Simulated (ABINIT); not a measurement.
# SrCl2 (Fm-3m) in ABINIT: a series of runs

The runs below take SrCl2 through relaxation of cell and atoms, single point, with LDA.

Program: ABINIT 10.8.3 (patched build). These are calculated values, not measurements. Logs are shortened: lines on timing, memory, paths and dates and some standing lists are left out, and cuts for length are marked. The log counts tension as positive stress, the text compression.

## (1) Starting point

Symmetry: Fm-3m, No. 225, cubic system. The conventional cell has a = 6.977 Å, b = 6.977 Å, c = 6.977 Å, α = 90.00°, β = 90.00°, γ = 90.00°. Sr (site symmetry m-3m) has 8 Cl at 3.02 Å as nearest neighbours. Around Cl (site symmetry -43m) lie 4 Sr at 3.02 Å.

## (2) Relaxation of cell and atoms, LDA

run.abi reads:

```
# Pseudopotentials
pp_dirpath "./"
pseudos "Sr.upf, Cl.upf"

# Structure
acell 4.9332718803 4.9332718803 4.9332718803 Angstrom
rprim
     0.0000000000     0.7071067812     0.7071067812
     0.7071067812     0.0000000000     0.7071067812
     0.7071067812     0.7071067812     0.0000000000
ntypat 2
znucl 38 17
natom 3
typat 1 2 2
chkprim 0
chksymtnons 0
tolsym 1.0e-6
xred
            0.0            0.0            0.0
            3/4            3/4            3/4
            1/4            1/4            1/4

# Plane-wave basis
ecut 34.0
ecutsm 0.5

# k points
kptopt 1
ngkpt 5 5 5
nshiftk 1
shiftk 0.0 0.0 0.0

# Exchange and correlation
ixc 7

# Bands and occupations
nband 16
occopt 3
tsmear 0.05 eV

# SCF cycle
nstep 80
tolvrs 1.0e-12

# Output
iomode 3
prteig 0
prtebands 0
prtwf 0
prtden 0

# Relaxation
ionmov 2
optcell 2
ntime 50
tolmxf 2.0e-5
dilatmx 1.08
```

Potentials or basis: PseudoDojo NC SR LDA v0.4.1 standard.

Run with:

```console
$ mpirun --bind-to none -np 4 abinit run.abi > log 2>&1
```

run.abo:

```text
.Version 10.8.3 of ABINIT
 Symmetries : space group Fm -3 m (#225); Bravais cF (face-center cubic)
================================================================================
 Values of the parameters that define the memory need of the present run
     intxc =       0    ionmov =       2      iscf =       7    lmnmax =       6
     lnmax =       6     mgfft =      54  mpssoang =       3    mqgrid =    3001
     natom =       3  nloc_mem =       1    nspden =       1   nspinor =       1
    nsppol =       1      nsym =      48    n1xccc =    2501    ntypat =       2
    occopt =       3   xclevel =       1
       mpw =        6850          nfft =      157464          nkpt =          10
================================================================================
================================================================================

--------------------------------------------------------------------------------
------------- Echo of variables that govern the present computation ------------
--------------------------------------------------------------------------------
 -outvars: echo values of preprocessed input variables --------
            acell      9.3225327584E+00  9.3225327584E+00  9.3225327584E+00 Bohr
              amu      8.76200000E+01  3.54527000E+01
          chkprim           0
      chksymtnons           0
          dilatmx      1.08000000E+00
             ecut      3.40000000E+01 Hartree
           ecutsm      5.00000000E-01 Hartree
           ionmov           2
              ixc           7
         kptrlatt        5    0    0      0    5    0      0    0    5
          kptrlen      4.66126638E+01
            natom           3
            nband          16
            ngfft          54      54      54
             nkpt          10
            nstep          80
             nsym          48
            ntime          50
           ntypat           2
           occopt           3
          optcell           2
           prtden           0
        prtebands           0
           prteig           0
            prtwf           0
            rprim      0.0000000000E+00  7.0710678120E-01  7.0710678120E-01
                       7.0710678120E-01  0.0000000000E+00  7.0710678120E-01
                       7.0710678120E-01  7.0710678120E-01  0.0000000000E+00
          spgroup         225
           tolmxf      2.00000000E-05
           tolsym      1.00000000E-06
           tolvrs      1.00000000E-12
           tsmear      1.83746611E-03 Hartree
            typat      1  2  2
           xangst      0.0000000000E+00  0.0000000000E+00  0.0000000000E+00
                       5.2325250001E+00  5.2325250001E+00  5.2325250001E+00
                       1.7441750000E+00  1.7441750000E+00  1.7441750000E+00
            xcart      0.0000000000E+00  0.0000000000E+00  0.0000000000E+00
                       9.8880391971E+00  9.8880391971E+00  9.8880391971E+00
                       3.2960130657E+00  3.2960130657E+00  3.2960130657E+00
             xred      0.0000000000E+00  0.0000000000E+00  0.0000000000E+00
                       7.5000000000E-01  7.5000000000E-01  7.5000000000E-01
                       2.5000000000E-01  2.5000000000E-01  2.5000000000E-01
            znucl       38.00000   17.00000

================================================================================

 chkinp: Checking input parameters for consistency.

================================================================================
== DATASET  1 ==================================================================

--- !DatasetInfo
iteration_state: {dtset: 1, }
dimensions: {natom: 3, nkpt: 10, mband: 16, nsppol: 1, nspinor: 1, nspden: 1, mpw: 6850, }
cutoff_energies: {ecut:  34.0, pawecutdg:  -1.0, }
electrons: {nelect:   2.40000000E+01, charge:   0.00000000E+00, occopt:   3.00000000E+00, tsmear:   1.83746611E-03, }
meta: {optdriver: 0, ionmov: 2, optcell: 2, iscf: 7, paral_kgb: 0, }
...

 Exchange-correlation functional for the present dataset will be:
  LDA: Perdew-Wang 92 LSD fit to Ceperley-Alder data - ixc=7
  J.P.Perdew and Y.Wang, PRB 45, 13244 (1992)

 Real(R)+Recip(G) space primitive vectors, cartesian coordinates (Bohr,Bohr^-1):
 R(1)=  0.0000000  6.5920261  6.5920261  G(1)= -0.0758492  0.0758492  0.0758492
 R(2)=  6.5920261  0.0000000  6.5920261  G(2)=  0.0758492 -0.0758492  0.0758492
 R(3)=  6.5920261  6.5920261  0.0000000  G(3)=  0.0758492  0.0758492 -0.0758492
 Unit cell volume ucvol=  5.7291047E+02 bohr^3
 Angles (23,13,12)=  6.00000000E+01  6.00000000E+01  6.00000000E+01 degrees

 getcut: wavevector=  0.0000  0.0000  0.0000  ngfft=  54  54  54
         ecut(hartree)=     39.658   => boxcut(ratio)=   2.04400

--- Pseudopotential description ------------------------------------------------
- pspini: atom type   1  psp file is ./Sr.upf
  38.00000  10.00000  180309                  znucl, zion, pspdat
12 -1012 2 -1 1812                            pspcod,pspxc,lmax,lloc,mmax
     nproj     2     2     2

- pspini: atom type   2  psp file is ./Cl.upf
  17.00000   7.00000  180309                  znucl, zion, pspdat
12 -1012 2 -1 1016                            pspcod,pspxc,lmax,lloc,mmax
     nproj     2     2     2

   7.19779866E+02                                ecore*ucvol(ha*bohr**3)
--------------------------------------------------------------------------------

================================================================================

=== [ionmov= 2] Broyden-Fletcher-Goldfarb-Shanno method (forces)
================================================================================

--- Iteration: ( 1/50) Internal Cycle: (1/1)
--------------------------------------------------------------------------------

---SELF-CONSISTENT-FIELD CONVERGENCE--------------------------------------------

--- !BeginCycle
iteration_state: {dtset: 1, itime: 1, icycle: 1, }
solver: {iscf: 7, nstep: 80, nline: 4, wfoptalg: 0, }
tolerances: {tolvrs: 1.00E-12, }
...
[... 498 lines left out ...]
  0.00000000000000E+00  6.42416362938469E+00  6.42416362938469E+00
  6.42416362938469E+00  0.00000000000000E+00  6.42416362938469E+00
  6.42416362938469E+00  6.42416362938469E+00  0.00000000000000E+00
 Unitary Cell Volume (ucvol) [Bohr^3]=  5.30248902804774E+02
 Angles (23,13,12)= [degrees]
  6.00000000000000E+01  6.00000000000000E+01  6.00000000000000E+01
 Lengths [Bohr]
  9.08513933157979E+00  9.08513933157979E+00  9.08513933157979E+00
 Stress tensor in cartesian coordinates (strten) [Ha/bohr^3]
  1.56842074540593E-08  0.00000000000000E+00  0.00000000000000E+00
  0.00000000000000E+00  1.56842074540593E-08  0.00000000000000E+00
  0.00000000000000E+00  0.00000000000000E+00  1.56842074536256E-08
 Total energy (etotal) [Ha]= -6.73511670373804E+01

 Difference of energy with previous step (new-old):
           Absolute (Ha)=-3.13362E-07
           Relative     =-4.65266E-09

 At Broyd/MD step   5, gradients are converged :
  max grad (force/stress) = 1.5684E-06 < tolmxf= 2.0000E-05 ha/bohr (free atoms)

================================================================================

 ----iterations are completed or convergence reached----

 Mean square residual over all n,k,spin=   90.476E-10; max=  13.545E-07
 reduced coordinates (array xred) for    3 atoms
      -0.000000000000      0.000000000000     -0.000000000000
       0.750000000000      0.750000000000      0.750000000000
       0.250000000000      0.250000000000      0.250000000000
 rms dE/dt=  7.0121E-31; max dE/dt=  0.0000E+00; dE/dt below (all hartree)
    1       0.000000000000      0.000000000000      0.000000000000
    2       0.000000000000      0.000000000000      0.000000000000
    3      -0.000000000000      0.000000000000      0.000000000000

 cartesian coordinates (angstrom) at end:
    1      0.00000000000000    -0.00000000000000     0.00000000000000
    2      5.09928148421401     5.09928148421401     5.09928148421401
    3      1.69976049473800     1.69976049473800     1.69976049473800

 cartesian forces (hartree/bohr) at end:
    1      0.00000000000000    -0.00000000000000    -0.00000000000000
    2      0.00000000000000    -0.00000000000000    -0.00000000000000
    3     -0.00000000000000     0.00000000000000     0.00000000000000
 frms,max,avg= 7.7182052E-32 1.0915190E-31   0.000E+00  0.000E+00  0.000E+00 h/b

 cartesian forces (eV/Angstrom) at end:
    1      0.00000000000000    -0.00000000000000    -0.00000000000000
    2      0.00000000000000    -0.00000000000000    -0.00000000000000
    3     -0.00000000000000     0.00000000000000     0.00000000000000
 frms,max,avg= 3.9688607E-30 5.6128166E-30   0.000E+00  0.000E+00  0.000E+00 e/A
 length scales=  9.085139331580  9.085139331580  9.085139331580 bohr
              =  4.807648688889  4.807648688889  4.807648688889 angstroms
 Fermi (or HOMO) energy (hartree) =   0.15056   Average Vxc (hartree)=  -0.34256
 Eigenvalues (hartree) for nkpt=  10  k points:
 kpt#   1, nband= 16, wtk=  0.00800, kpt=  0.0000  0.0000  0.0000 (reduced coord)
  -1.11610   -0.45694   -0.45694   -0.45694   -0.41782   -0.37922   -0.01210   -0.01210
  -0.01210    0.06474    0.06474    0.06474    0.26883    0.29101    0.29101    0.40046
      occupation numbers for kpt#   1
   2.00000    2.00000    2.00000    2.00000    2.00000    2.00000    2.00000    2.00000
   2.00000    2.00000    2.00000    2.00000    0.00000    0.00000    0.00000    0.00000
 prteigrs : prtvol=0 or 1, do not print more k-points.

--- !EnergyTerms
iteration_state     : {dtset: 1, itime: 5, icycle: 1, }
comment             : Components of total free energy in Hartree
kinetic             :  2.03926888484961E+01
hartree             :  1.10433731977626E+01
xc                  : -1.73460472410383E+01
Ewald energy        : -4.82217863866940E+01
psp_core            :  1.35743772895102E+00
local_psp           : -4.42963700332275E+01
non_local_psp       :  9.71953684836966E+00
internal            : -6.73511670373804E+01
'-kT*entropy'       :  1.87941908212343E-15
total_energy        : -6.73511670373804E+01
total_energy_eV     : -1.83271862037174E+03
band_energy         : -6.27434861216187E+00
...

 Cartesian components of stress tensor (hartree/bohr^3)
  sigma(1 1)=  1.56842075E-08  sigma(3 2)=  0.00000000E+00
  sigma(2 2)=  1.56842075E-08  sigma(3 1)=  0.00000000E+00
  sigma(3 3)=  1.56842075E-08  sigma(2 1)=  0.00000000E+00

-Cartesian components of stress tensor (GPa)         [Pressure= -4.6145E-04 GPa]
- sigma(1 1)=  4.61445315E-04  sigma(3 2)=  0.00000000E+00
- sigma(2 2)=  4.61445315E-04  sigma(3 1)=  0.00000000E+00
- sigma(3 3)=  4.61445315E-04  sigma(2 1)=  0.00000000E+00

== END DATASET(S) ==============================================================
================================================================================

 -outvars: echo values of variables after computation  --------
            acell      9.0851393316E+00  9.0851393316E+00  9.0851393316E+00 Bohr
           etotal     -6.7351167037E+01
            fcart      5.4575952138E-32 -5.4575952138E-32 -5.4575952138E-32
                       5.4575952138E-32 -5.4575952138E-32 -5.4575952138E-32
                      -1.0915190428E-31  1.0915190428E-31  1.0915190428E-31
            rprim      0.0000000000E+00  7.0710678119E-01  7.0710678119E-01
                       7.0710678119E-01  0.0000000000E+00  7.0710678119E-01
                       7.0710678119E-01  7.0710678119E-01  0.0000000000E+00
           strten      1.5684207454E-08  1.5684207454E-08  1.5684207454E-08
                       0.0000000000E+00  0.0000000000E+00  0.0000000000E+00
           xangst      7.8432071693E-32 -1.0586030291E-31  1.0586030291E-31
                       5.0992814842E+00  5.0992814842E+00  5.0992814842E+00
                       1.6997604947E+00  1.6997604947E+00  1.6997604947E+00
             xred     -1.1535753410E-32  4.2675523760E-32 -1.9604016940E-32
                       7.5000000000E-01  7.5000000000E-01  7.5000000000E-01
                       2.5000000000E-01  2.5000000000E-01  2.5000000000E-01
 Calculation completed.
```

Run time: 1.9 min. Hardware: 4 MPI ranks of Intel Xeon Platinum 8375C at 2.90GHz (Ice Lake), shared host; peak memory 0.4 GiB.

What came out:

| Quantity | Value |
| --- | --- |
| Free energy | -1832.7186 eV |
| Relaxed volume | 26.19 Å³/atom |
| Relaxed cell | a = 4.808 Å, b = 4.808 Å, c = 4.808 Å, α = 60.00°, β = 60.00°, γ = 60.00° |
| Space group after relaxing (to 0.05 Å) | Fm-3m (No. 225) |
| Energy gained by relaxing | 20.2 meV/atom |
| Ionic steps | 5 |
| Pressure after relaxing | 0.0 GPa |
| Band gap on the k mesh | 5.26 eV, indirect (least direct gap 5.55 eV) |

The path:
```csv
step,energy change (eV),largest force (eV/Å),pressure (GPa),volume (Å³)
1,0.0000,0.0000,-2.86,84.90
2,-0.0126,0.0000,-2.59,84.15
3,-0.0599,0.0000,0.39,77.90
4,-0.0607,0.0000,-0.04,78.64
5,-0.0607,0.0000,0.00,78.57
```

Final structure:
```
Sr Cl
1.0
     0.00000    3.39952    3.39952
     3.39952    0.00000    3.39952
     3.39952    3.39952    0.00000
Sr Cl
1 2
Direct
  0.00000 0.00000 0.00000
  0.75000 0.75000 0.75000
  0.25000 0.25000 0.25000
```

Caveat: an odd mesh through Γ misses points on the zone boundary, where band edges often lie.

## (3) Single point, LDA (cell relaxed)

run.abi reads:

```
# Pseudopotentials
pp_dirpath "./"
pseudos "Sr.upf, Cl.upf"

# Structure
acell 3*1.0 Angstrom
rprim
     0.0000000000     3.3995209900     3.3995209900
     3.3995209900     0.0000000000     3.3995209900
     3.3995209900     3.3995209900     0.0000000000
ntypat 2
znucl 38 17
natom 3
typat 1 2 2
xred
     0.0000000000     0.0000000000     0.0000000000
     0.7500000000     0.7500000000     0.7500000000
     0.2500000000     0.2500000000     0.2500000000
chkprim 0
chksymtnons 0
tolsym 1.0e-6

# Plane-wave basis
ecut 34.0

# k points
kptopt 1
ngkpt 5 5 5
nshiftk 1
shiftk 0.0 0.0 0.0

# Exchange and correlation
ixc 7

# Bands and occupations
nband 16
occopt 3
tsmear 0.05 eV

# SCF cycle
nstep 100
tolvrs 1.0e-10

# Output
iomode 3
prtwf 0
prteig 0
prtebands 0
enunit 1
prtden 1
prtvha 1
prtvclmb 1
prtpot 1
prtelf 1
```

Potentials or basis: PseudoDojo NC SR LDA v0.4.1 standard.

Run with:

```console
$ mpirun --bind-to none -np 4 abinit run.abi > log 2>&1
```

run.abo:

```text
.Version 10.8.3 of ABINIT
 Symmetries : space group Fm -3 m (#225); Bravais cF (face-center cubic)
================================================================================
 Values of the parameters that define the memory need of the present run
     intxc =       0    ionmov =       0      iscf =       7    lmnmax =       6
     lnmax =       6     mgfft =      48  mpssoang =       3    mqgrid =    3001
     natom =       3  nloc_mem =       1    nspden =       1   nspinor =       1
    nsppol =       1      nsym =      48    n1xccc =    2501    ntypat =       2
    occopt =       3   xclevel =       1
       mpw =        5031          nfft =      110592          nkpt =          10
================================================================================
================================================================================

--------------------------------------------------------------------------------
------------- Echo of variables that govern the present computation ------------
--------------------------------------------------------------------------------
 -outvars: echo values of preprocessed input variables --------
            acell      1.8897261259E+00  1.8897261259E+00  1.8897261259E+00 Bohr
              amu      8.76200000E+01  3.54527000E+01
          chkprim           0
      chksymtnons           0
             ecut      3.40000000E+01 Hartree
           enunit           1
              ixc           7
         kptrlatt        5    0    0      0    5    0      0    0    5
          kptrlen      4.54256967E+01
            natom           3
[... 196 lines left out ...]
psp_core            :  1.35743772832333E+00
local_psp           : -4.42963484175867E+01
non_local_psp       :  9.71950498195009E+00
internal            : -6.73511682483966E+01
'-kT*entropy'       :  1.87941908212343E-15
total_energy        : -6.73511682483966E+01
total_energy_eV     : -1.83271865332517E+03
band_energy         : -6.27435361590545E+00
...

 Cartesian components of stress tensor (hartree/bohr^3)
  sigma(1 1)=  2.22244062E-07  sigma(3 2)=  0.00000000E+00
  sigma(2 2)=  2.22244062E-07  sigma(3 1)=  0.00000000E+00
  sigma(3 3)=  2.22244062E-07  sigma(2 1)=  0.00000000E+00

-Cartesian components of stress tensor (GPa)         [Pressure= -6.5386E-03 GPa]
- sigma(1 1)=  6.53864604E-03  sigma(3 2)=  0.00000000E+00
- sigma(2 2)=  6.53864604E-03  sigma(3 1)=  0.00000000E+00
- sigma(3 3)=  6.53864604E-03  sigma(2 1)=  0.00000000E+00

== END DATASET(S) ==============================================================
================================================================================

 -outvars: echo values of variables after computation  --------
            acell      1.8897261259E+00  1.8897261259E+00  1.8897261259E+00 Bohr
           etotal     -6.7351168248E+01
            fcart     -0.0000000000E+00 -0.0000000000E+00 -0.0000000000E+00
                      -0.0000000000E+00 -0.0000000000E+00 -0.0000000000E+00
                      -0.0000000000E+00 -0.0000000000E+00 -0.0000000000E+00
            rprim      0.0000000000E+00  3.3995209900E+00  3.3995209900E+00
                       3.3995209900E+00  0.0000000000E+00  3.3995209900E+00
                       3.3995209900E+00  3.3995209900E+00  0.0000000000E+00
           strten      2.2224406163E-07  2.2224406163E-07  2.2224406163E-07
                       0.0000000000E+00  0.0000000000E+00  0.0000000000E+00
           xangst      0.0000000000E+00  0.0000000000E+00  0.0000000000E+00
                       5.0992814850E+00  5.0992814850E+00  5.0992814850E+00
                       1.6997604950E+00  1.6997604950E+00  1.6997604950E+00
             xred      0.0000000000E+00  0.0000000000E+00  0.0000000000E+00
                       7.5000000000E-01  7.5000000000E-01  7.5000000000E-01
                       2.5000000000E-01  2.5000000000E-01  2.5000000000E-01
 Calculation completed.
```

Run time: 15 s. Hardware: 4 MPI ranks of Intel Xeon Platinum 8375C at 2.90GHz (Ice Lake), shared host; peak memory 0.32 GiB.

Results:

```
Free energy                                           : -1832.7187 eV
Pressure                                              : 0.0 GPa
Band gap on the k mesh                                : 5.26 eV, indirect (least direct gap 5.55 eV)
Valence electrons inside the program's atomic spheres : Sr 6.71; Cl 5.08
```

Caveat: an odd mesh through Γ misses points on the zone boundary, where band edges often lie.
